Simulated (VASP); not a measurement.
Zr, 2 atoms in the cell. It takes space group P6_3/mmc (No. 194, hexagonal). The conventional cell has a = 3.232 Å, b = 3.232 Å, c = 5.147 Å, α = 90.00°, β = 90.00°, γ = 120.00°. Zr (site symmetry -6m2) has 12 Zr at 3.18 to 3.23 Å as nearest neighbours. 

| Quantity | Value |
| --- | --- |
| Program | VASP 6.6.1 |
| Task | electric field gradients |
| Functional | PBEsol |
| Potentials or basis | VASP PAW PBE potentials, release 64 (Zr_sv) |
| Cutoff | 600 eV |
| k mesh | 12 × 12 × 7 |
| Occupations | fermi-dirac, width 0.05 eV |
| Spin | no spin polarisation |
| Further INCAR settings | ALGO = Normal; EDIFF = 1e-07 |

Potentials or basis: VASP PAW PBE potentials, release 64 (Zr_sv).

Command:

```console
$ cat potpaw_PBE.64/Zr_sv/POTCAR > POTCAR
$ mpirun -np 1 vasp_std > vasp.out
```

Hardware: 1 thread of AMD EPYC 7R13 Processor (Zen 3) (shared host).

Problem. Estimate the wall time of this run.

Solution. Wall time 51 s on 1 thread of AMD EPYC 7R13 Processor (Zen 3) (shared host), peak memory 0.17 GiB. Counts: scf iterations 12, k points 76.
